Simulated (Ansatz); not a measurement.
The parent structure is BaTiO$_{3}$ in the cubic perovskite structure (space group Pm-3m, No. 221; a = 3.9699 Å).

Perturbation: full substitution Ti → Re; the structure is relaxed again.

Levels (all Ansatz, a quantum-chemistry and plane-wave program, PAW): PBEsol (420 eV, no spin-orbit coupling); PBEsol+SOC (420 eV, noncollinear with spin-orbit coupling).

The geometry is relaxed with PBEsol.

- PBEsol pressure: 0.0 GPa

### Question
What does PBEsol+SOC give at this geometry for the pressure?

### Answer
The pressure goes from zero to 0.7 GPa.

Single points use the geometry relaxed with PBEsol. The spin-orbit shifts are approximate. Whether these cells are dynamically stable was not tested. For BaReO3 in this form, whether it has been made was not checked. No Hubbard U is applied, and correlation can decide whether such a compound is a metal. The runs without spin-orbit coupling are not spin-polarised. An odd electron count without spin: BaReO3. Many cubic perovskites are stable only at high temperature; tilts and polar distortions were not tested. This is not the structure that BaTiO3 has at room temperature and ambient pressure.
